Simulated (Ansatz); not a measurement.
MoS2: equation of state with LDA

The system is MoS2, a slab with vacuum.

```
CELL_PARAMETERS angstrom
3.18413 0.00000 0.00000
-1.59206 2.75753 0.00000
0.00000 0.00000 17.33460
ATOMIC_POSITIONS crystal
Mo 0.00000 0.00000 0.00000
S 0.33333 0.66667 0.91051
S 0.33333 0.66667 0.08949
```

- Program: Ansatz 0.2.0
- Task: equation of state
- Functional: LDA
- Potentials or basis: all-electron LAPW, scalar-relativistic
- Basis error allowed: 0.002 eV/atom
- k mesh: 10 × 10 × 2
- Occupations: fermi-dirac, width 0.05 eV
- Spin: no spin polarisation

```
Equilibrium volume                        : 48.83 Å³/atom
Bulk modulus at fixed shape and positions : 57 GPa
Pressure derivative of the bulk modulus   : 4.4
```

Energy against volume, from the lowest point:
| volume (Å³/atom) | energy (meV/atom) |
| --- | --- |
| 47.690 | 4.86 |
| 48.705 | 0.00 |
| 49.720 | 2.78 |
| 50.735 | 12.41 |
| 51.749 | 28.14 |
| 52.764 | 49.35 |
| 53.779 | 75.43 |

All runs of the series together: 5 min on 2 threads of AMD EPYC 7R43 64-Core Processor (Zen 3), on a shared host.

Caveat: the cell was scaled at fixed shape and fractional positions, which overstates the stiffness of a crystal with free parameters, most of all of layers and chains.
